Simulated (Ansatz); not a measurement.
## TiCo: moving Ti off its site

TiCo, Pm-3m, a = 2.986 Å (as given, not relaxed at this level: -0.1 GPa). The structure is a Materials Project entry; whether it is the stable form wasn't checked. Ansatz: PBE, PAW, 420 eV, Γ-centred 16×16×16 mesh on 2 atoms, Gaussian smearing 0.15 eV; collinear spin, largest moment 1.0 μB.

```
Ti Co
1.0
     2.98611    0.00000    0.00000
     0.00000    2.98611    0.00000
     0.00000    0.00000    2.98611
Ti Co
1 1
Direct
  0.00000 0.00000 0.00000
  0.50000 0.50000 0.50000
```

Atom 1 (Ti) moves by x along the unit vector (0.000, 0.000, 1.000), with its periodic images; all else is held. y is the free energy of the cell over the start, F the force along the path summed over the moved atoms. Symmetry makes y even in x.

| x (Å) | y (meV) | F (eV/Å) |
| --- | --- | --- |
| -0.1000 | ? | ? |
| -0.0500 | 6.26 | 0.25 |
| 0.0000 | 0.00 | 0.00 |
| 0.0125 | 0.39 | -0.06 |
| 0.0250 | 1.57 | -0.13 |
| 0.0375 | 3.52 | -0.19 |
| 0.0625 | 9.78 | -0.31 |
| 0.0750 | 14.07 | -0.37 |
| 0.0875 | 19.14 | -0.44 |

Problem. Fit y = c2 x² + c4 x⁴ to the energies of the other rows, give the force constant, and predict energy and force of the missing row.

Solution. Least squares on the rows shown. y = 2506.4 x² − 847.95 x⁴. The force constant is 2 c2 = 5.01 eV/Å² (for all images moving together, not for a lone atom). With two atoms in a cubic cell this is the optical mode at Γ (in a metal it hangs on mesh and smearing): ω = 521.5 √(2 c2/μ) = 227 cm⁻¹ for μ = 26.41 u. The force −dy/dx at the missing row is 0.50 eV/Å (computed 0.50). At x = -0.1000 the fit asked for gives 24.98 meV. The run gave 24.97 meV, so the fit is 0.01 meV too high, a small miss on the scale of the series.

The Ti site sits in a single, almost perfectly harmonic well: the energy rises on either side and the restoring force grows nearly in proportion to the displacement. Moving Ti towards a cube face shortens four Ti–Co contacts and lengthens four, so the linear terms cancel and the stiffness of the d–d bonds, together with short-range repulsion, remains. The negative quartic term hints at slight softening, but its contribution is only a few times the last printed digit of the energies, so its size is poorly determined. Cubic symmetry makes the harmonic constant the same in every direction, and metallic screening removes any LO–TO splitting, so one path fixes the whole optical triplet at Γ; the quartic term has no such isotropy. The sizeable moment is at odds with the paramagnetism known for ordered, stoichiometric TiCo, probably because a semilocal functional leaves out the spin fluctuations that suppress weak itinerant magnetism. Stability against zone-boundary modes or homogeneous strain doesn't follow from this curve.
